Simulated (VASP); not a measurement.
Write the native input for VASP 6.6.1 that does the following.

```
Task                   : single point
Functional             : PBE
Potentials or basis    : VASP PAW PBE potentials, release 64 (Be)
Cutoff                 : 520 eV
k mesh                 : 2 × 2 × 2
Occupations            : fermi-dirac, width 0.36 eV
Spin                   : no spin polarisation
Dipole correction      : no
Further INCAR settings : LREAL = Auto; ALGO = Fast; EDIFF = 1e-06; NBANDS = 60
```

The structure of Be lies in POSCAR:

```
Be
1.0
    7.0917640000      0.0000000000      0.0000000000
   -3.5458820000      6.1416480000      0.0000000000
    0.0000000000      0.0000000000      7.4085300000
Be
36
Direct
   -0.0415489485      0.0346161161     -0.0590130566
    0.0185727133      0.1472731749      0.2129977202
    0.0714559434      0.0669364314      0.5170931345
    0.0660935282      0.1922285354      0.7303743118
    0.0446521589      0.3815588259      0.0097455231
    0.1113561105      0.5305904865      0.2461351982
    0.0245485303      0.3592032627      0.4906506419
    0.1143539893      0.6151280568      0.7657524502
    0.1134811557      0.7069275217      0.0164000146
    0.1553856250      0.8783310278      0.2355662999
    0.1132952601      0.7409900405      0.5097367494
    0.1309811287      0.9451209187      0.7272832802
    0.4068704253      0.0227951846     -0.0599309175
    0.4924826147      0.1881254022      0.1703981762
    0.3406069299      0.0484234850      0.4599967875
    0.4928682794      0.2264050301      0.6844677689
    0.3060937432      0.2970049733      0.0027940766
    0.5005212369      0.5591495963      0.2313819341
    0.3143228722      0.3532276679      0.5149334618
    0.2989300692      0.4996053177      0.7715835665
    0.3900682731      0.6622815244     -0.0076938340
    0.4850303778      0.9051967811      0.2724022174
    0.3932407827      0.6881703413      0.4868847126
    0.3743681060      0.8559591823      0.7027844930
    0.6881150137      0.0700951927      0.0673412944
    0.8370036251      0.2365651695      0.2930000958
    0.6902220972      0.0791318552      0.5393917552
    0.7514832083      0.1331238782      0.7898732947
    0.6856350243      0.3226169914     -0.0648306749
    0.8470169161      0.6501186652      0.2111080066
    0.6342619883      0.3407717277      0.3925475094
    0.8757608869      0.6615813866      0.7819499955
    0.5501445941      0.5187695550     -0.1363968291
    0.7776832428      0.8575711275      0.3398244996
    0.6128176598      0.5719474643      0.5731906330
    0.6650404873      0.8424448943      0.7421580260
```

The cell was built by a generator and needn't be a form met in nature.

The input as run:

INCAR

```
  PREC = Accurate
  ENCUT = 520
  EDIFF = 1E-6
  ISMEAR = -1
  SIGMA = 0.36
  LREAL = Auto
  LASPH = True
  NELM = 100
  ALGO = Fast
  ISIF = 2
  LWAVE = False
  LCHARG = False
  GGA = PE
  NBANDS = 60
```

KPOINTS

```
Automatic mesh
0
Gamma
  2 2 2
```

Potentials or basis: VASP PAW PBE potentials, release 64 (Be).

Run with:

```bash
$ cat potpaw_PBE.64/Be/POTCAR > POTCAR
$ mpirun -np 1 vasp_std > vasp.out
```

It gave:

```json
{
 "Pressure": "4.9 GPa",
 "Largest force": "4.304 eV/Å",
 "Band gap on the k mesh": "none (metal or under the smearing width)"
}
```

Caveat: the k mesh is coarse (spacing up to 0.51 Å⁻¹), so the values aren't converged; forces of over 1 eV/Å show positions far from the minimum, so gaps and moduli don't describe the material at rest.

Run time: 3.7 min on 1 thread of Intel(R) Xeon(R) Platinum 8488C (Sapphire Rapids) (shared host), peak memory 0.42 GiB.
